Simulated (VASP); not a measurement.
# MoS2 in VASP: single point with HSE06

Aim: the single point of MoS2 with HSE06.

Everything below comes from runs of VASP 6.6.1. Logs are shortened: lines on timing, memory, paths and dates and some standing lists are left out, and cuts for length are marked.

## 1. The sheet as given

The cell holds a sheet with vacuum, 3 atoms: a = 3.192 Å, b = 3.192 Å, c = 21.130 Å, α = 90.00°, β = 90.00°, γ = 120.00°.

The cell was built by a generator and needn't be a form met in nature.

## 2. Single point, HSE06

POSCAR

```
MoS2
1.0
    3.1916000000      0.0000000000      0.0000000000
   -1.5958000000      2.7640070000      0.0000000000
    0.0000000000      0.0000000000     21.1300000000
S Mo
2 1
Direct
    0.6666670000      0.3333340000      0.4264340000
    0.6666670000      0.3333340000      0.5735650000
    0.3333330000      0.6666670000      0.5000000000
```

INCAR.step1

```
ALGO = Normal
EDIFF = 1E-5
ENCUT = 520
GGA = PE
ISIF = 2
ISMEAR = -1
LASPH = T
LCHARG = F
LREAL = F
LWAVE = T
NBANDS = 20
NELM = 60
PREC = Accurate
SIGMA = 0.05
```

INCAR.step2

```
ALGO = Normal
EDIFF = 1E-6
ENCUT = 520
GGA = PE
HFSCREEN = 0.2
ISIF = 2
ISMEAR = -1
ISTART = 1
LASPH = T
LCHARG = F
LHFCALC = T
LREAL = F
LWAVE = F
NBANDS = 20
NELM = 60
PREC = Accurate
PRECFOCK = Normal
SIGMA = 0.05
```

KPOINTS

```
k-points
0
Gamma
  6 6 1
```

Potentials or basis: VASP PAW PBE potentials, release 64 (S, Mo_sv).

Run with:

```sh
> cat potpaw_PBE.64/S/POTCAR potpaw_PBE.64/Mo_sv/POTCAR > POTCAR
> cp INCAR.step1 INCAR
> mpirun -np 1 vasp_std > vasp.out
> cp INCAR.step2 INCAR
> mpirun -np 1 vasp_std > vasp.out
```

OUTCAR:

```text
EDIFF = 1E-6
   ENCUT = 520
   GGA = PE
   HFSCREEN = 0.2
   ISIF = 2
   ISMEAR = -1
   ISTART = 1
   LASPH = T
   LHFCALC = T
   LREAL = F
   NELM = 60
   PREC = Accurate
   PRECFOCK = Normal

 ion  position               nearest neighbor table
   1  0.667  0.333  0.426-   3 2.41   3 2.41   3 2.41
   2  0.667  0.333  0.574-   3 2.41   3 2.41   3 2.41
   3  0.333  0.667  0.500-   2 2.41   2 2.41   2 2.41   1 2.41   1 2.41   1 2.41

  LATTYP: Found a hexagonal cell.
 ALAT       =     3.1916000000
 C/A-ratio  =     6.6205038225

  Lattice vectors:

 A1 = (   3.1916000000,   0.0000000000,   0.0000000000)
 A2 = (  -1.5958000000,   2.7640070000,   0.0000000000)
 A3 = (   0.0000000000,   0.0000000000,  21.1300000000)

Analysis of symmetry for initial positions (statically):
=====================================================================
 Subroutine PRICEL returns:
 Original cell was already a primitive cell.

 Routine SETGRP: Setting up the symmetry group for a
 hexagonal supercell.

 Subroutine GETGRP returns: Found 12 space group operations
 (whereof 12 operations were pure point group operations)
 out of a pool of 24 trial point group operations.

The static configuration has the point symmetry D_3h.

Analysis of symmetry for dynamics (positions and initial velocities):
=====================================================================
 Subroutine PRICEL returns:
 Original cell was already a primitive cell.

 Routine SETGRP: Setting up the symmetry group for a
 hexagonal supercell.

 Subroutine GETGRP returns: Found 12 space group operations
 (whereof 12 operations were pure point group operations)
 out of a pool of 24 trial point group operations.

The dynamic configuration has the point symmetry D_3h.

 Subroutine INISYM returns: Found 12 space group operations
 (whereof 12 operations are pure point group operations),
 and found     1 'primitive' translations

----------------------------------------------------------------------------------------

                                     Primitive cell

[... 74 lines left out ...]
   EDIFF  = 0.1E-05   stopping-criterion for ELM
   LREAL  =      F    real-space projection
   EDIFFG = 0.1E-04   stopping-criterion for IOM
   NSW    =      0    number of steps for IOM
   IBRION =     -1    ionic relax: 0-MD 1-quasi-New 2-CG
   NFREE  =      0    steps in history (QN), initial steepest desc. (CG)
   ISIF   =      2    stress and relaxation
   ISYM   =      3    0-nonsym 1-usesym 2-fastsym
   POTIM  = 0.5000    time-step for ionic-motion
   TEBEG  =    0.0;   TEEND  =   0.0 temperature during run
   PSTRESS=    0.0 pullay stress
   NELECT =      26.0000    total number of electrons
   NUPDOWN=      -1.0000    fix difference up-down
   EMIN   =  10.00;   EMAX   =-10.00  energy-range for DOS
   EFERMI =   0.00;   METHOD = LEGACY
   ISMEAR =    -1;   SIGMA  =   0.05  broadening in eV -4-tet -1-fermi 0-gaus
   EFERMI_NEDOS =   21; number of points for ismear=-14 and -15
   IALGO  =     38    algorithm
   IMIX   =      1    mixing-type and parameters
     AMIX     =   0.40;   BMIX     =  1.00
     AMIX_MAG =   1.60;   BMIX_MAG =  1.00
  volume/ion in A,a.u.               =      62.13       419.30
  Fermi-wavevector in a.u.,A,eV,Ry     =   0.849018  1.604411  9.807510  0.720832
  Thomas-Fermi vector in A             =   1.964773
   LORBIT       =      0    0 simple, 1 ext, 2 COOP (PROOUT), +10 PAW based schemes
   GGA     = PE    functional components
   LHFCALC =     T    Hartree Fock is set to
   PRECFOCK=normal    Normal, Fast or Accurate (Low or Medium for compatibility)
   ENCUT4O =  -1.0   cutoff for four orbital integrals eV
   NKREDX  =     1    reduce k-point grid by
   NKREDY  =     1    reduce k-point grid by
   NKREDZ  =     1    reduce k-point grid by
   AEXX    =    0.2500 exact exchange contribution
   HFSCREEN=    0.2000 screening length (either q_TF or 0.3 A-1)
   HFSCREENC=   0.2000 screening length for correlation (either q_TF or 0.3 A-1)
   ENCUTFOCK=  -1.0 apply spherical cutoff to Coloumb kernel
   IVDW    =     0    specifies the selected vdW correction
   LEPSILON=     F    determine dielectric tensor
   LRPA    =     F    only Hartree local field effects (RPA)
 non-spin polarized calculation
  energy-cutoff  :      520.00
  volume of cell :      186.40
 maximum number of plane-waves:      5064
 NGX is ok and might be reduce to    24
  NGX = 18; NGY = 18; NGZ =120

 number of electron      25.9999999 magnetization

 Free energy of the ion-electron system (eV)
  ---------------------------------------------------
  ext. energy  EPLUGINS =         0.00000000
  ---------------------------------------------------
  free energy    TOTEN  =       -26.23111479 eV

  energy without entropy =      -26.23111478  energy(sigma->0) =      -26.23111478

 E-fermi :  -1.6290     XC(G=0):  -2.9606

 val. band max:       -2.6892691378   @ k =   0.0000   0.0000   0.0000
 cond. band min:      -0.5845940016   @ k =   0.3333   0.3333   0.0000
 fundamental gap:      2.1046751362
 Fermi energy:        -1.6289936472

 k-point     1 :       0.0000    0.0000    0.0000
  band No.  band energies     occupation
      1     -67.5999      2.00000
      2     -40.3144      2.00000
      3     -40.0829      2.00000
      4     -40.0829      2.00000
      5     -18.3704      2.00000
      6     -16.9033      2.00000
[... 150 lines left out ...]
     19       5.9116      0.00000
     20       7.8329      0.00000

------------------------ aborting loop because EDIFF is reached ----------------------------------------

  FORCE on cell =-STRESS in cart. coord.  units (eV):
  Direction    XX          YY          ZZ          XY          YZ          ZX
  --------------------------------------------------------------------------------------
  -------------------------------------------------------------------------------------
  Total       -1.7606839     -1.7606843     -1.3793341      0.0000000      0.0000000      0.0000000
  in kB      -15.1336916    -15.1336951    -11.8558571      0.0000000      0.0000000      0.0000000
  external PRESSURE =     -14.0410812 kB  Pullay stress =       0.0000000 kB

 VOLUME and BASIS-vectors are now :
 -----------------------------------------------------------------------------
  energy-cutoff  :      520.00
  volume of cell :      186.40
      direct lattice vectors                 reciprocal lattice vectors
     3.191600000  0.000000000  0.000000000     0.313322471  0.180896792  0.000000000
    -1.595800000  2.764007000  0.000000000     0.000000000  0.361793584  0.000000000
     0.000000000  0.000000000 21.130000000     0.000000000  0.000000000  0.047326077

 POSITION                                       TOTAL-FORCE (eV/Angst)
 -----------------------------------------------------------------------------------
      1.59580      0.92134      9.01055         0.000000      0.000000      0.431589
      1.59580      0.92134     12.11943         0.000000     -0.000000     -0.431589
     -0.00000      1.84267     10.56500        -0.000000     -0.000000      0.000000
 -----------------------------------------------------------------------------------
    total drift:                                0.002762     -0.003011      0.004277

  FREE ENERGIE OF THE ION-ELECTRON SYSTEM (eV)
  ---------------------------------------------------
  free  energy   TOTEN  =       -26.2311147851 eV

  energy  without entropy=      -26.2311147849  energy(sigma->0) =      -26.23111478
```

OUTCAR.step1:

```text
EDIFF = 1E-5
   ENCUT = 520
   GGA = PE
   ISIF = 2
[... 369 lines left out ...]
      1.59580      0.92134      9.01055        -0.000000     -0.000000     -0.104082
      1.59580      0.92134     12.11943        -0.000000     -0.000000      0.104082
     -0.00000      1.84267     10.56500         0.000000      0.000000      0.000000
 -----------------------------------------------------------------------------------
    total drift:                                0.002900     -0.003478      0.017513

  FREE ENERGIE OF THE ION-ELECTRON SYSTEM (eV)
  ---------------------------------------------------
  free  energy   TOTEN  =       -21.8504790501 eV

  energy  without entropy=      -21.8504790266  energy(sigma->0) =      -21.85047904
```

Run time: 30 min. Hardware: 1 thread of AMD EPYC 7R43 (Zen 3), shared host; peak memory 0.36 GiB.

Results:

```
Free energy            : -26.2311 eV
Largest force          : 0.432 eV/Å
Band gap on the k mesh : 2.10 eV, indirect (least direct gap 2.11 eV)
```

Forces in eV/Å, atoms in the order of the input:
```
S    0.000  0.000  0.432
S    0.000  0.000 -0.432
Mo   0.000  0.000  0.000
```

Caveat: the PAW data sets were made with another functional, which shifts forces and pressure a little.
